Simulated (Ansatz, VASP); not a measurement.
## AlAu in VASP and in Ansatz

INCAR

```
SYSTEM = AlAu
PREC     = Accurate       ! precision mode
ENCUT    = 520            ! plane-wave cutoff, eV
EDIFF    = 1E-7           ! SCF threshold, eV
ISMEAR   = 0              ! smearing method
SIGMA    = 0.15           ! smearing width, eV
LREAL    = .FALSE.        ! projectors in reciprocal space
LASPH    = .TRUE.         ! aspherical terms in the spheres
NELM     = 100            ! most SCF steps
ALGO     = Fast           ! electronic algorithm
ISIF     = 2              ! what is computed and relaxed
LWAVE    = .FALSE.        ! write WAVECAR
LCHARG   = .TRUE.         ! write CHGCAR
LELF     = .TRUE.         ! ELF
LVHAR    = .TRUE.       
NBANDS   = 14             ! bands
```

The input KPOINTS:

```
Automatic mesh
0
G
  14 14 14
  0 0 0
```

The input POSCAR:

```
AlAu
1.0
    3.2239420000      0.0000000000      0.0000000000
    0.0000000000      3.2239420000      0.0000000000
    0.0000000000      0.0000000000      3.2239420000
Al Au
1 1
Direct
    0.0000000000      0.0000000000      0.0000000000
    0.5000000000      0.4534731084      0.5000000000
```

Input for Ansatz:

```yaml
crystal:
  lattice:
    - [3.223942, 0.0, 0.0]
    - [0.0, 3.223942, 0.0]
    - [0.0, 0.0, 3.223942]
  atoms:
    - { symbol: Al, position: [0.0, 0.0, 0.0] }
    - { symbol: Au, position: [0.5, 0.4534731084, 0.5] }
basis:
  ecutwfc: 420
kpoints:
  mp_grid: { grid: [14, 14, 14] }
hamiltonian:
  xc: lda
scf:
  occupations: { method: gaussian, width: 0.15 }
output:
  forces: true
  stress: true
  eigenvalues: true
```

Alike in both runs: task single point; functional LDA; k mesh 14 × 14 × 14; occupations gaussian, width 0.15 eV; no spin polarisation.

|  | VASP | Ansatz |
| --- | --- | --- |
| version | VASP 6.6.1 | Ansatz 0.2.0 |
| potentials or method | VASP PAW LDA potentials, release 64 (Al, Au) | scalar-relativistic, plane waves, PAW |
| plane-wave cutoff (eV) | 520 | 420 |
| valence electrons in the cell | 14 | 22 |

Ansatz gave:

| Item | Value |
| --- | --- |
| gap on the k mesh at the Fermi level (eV) | none |
| pressure (GPa) | -7.0 |
| largest component of the traceless stress (GPa) | 0.37 |
| rms of the force components (eV/Å) | 0.103 |

Q: What did VASP give for the same quantities?

A: gap on the k mesh at the Fermi level (eV): none; pressure (GPa): -6.7; largest component of the traceless stress (GPa): 0.38; rms of the force components (eV/Å): 0.108.

Atom by atom the forces differ by 0.005 eV/Å (rms over components). A gap of «none» marks a metal or a gap that the smearing closes. The two sets of potentials don't hold the same shells in valence.

Spin-orbit coupling is left out, which matters for the levels of Au.
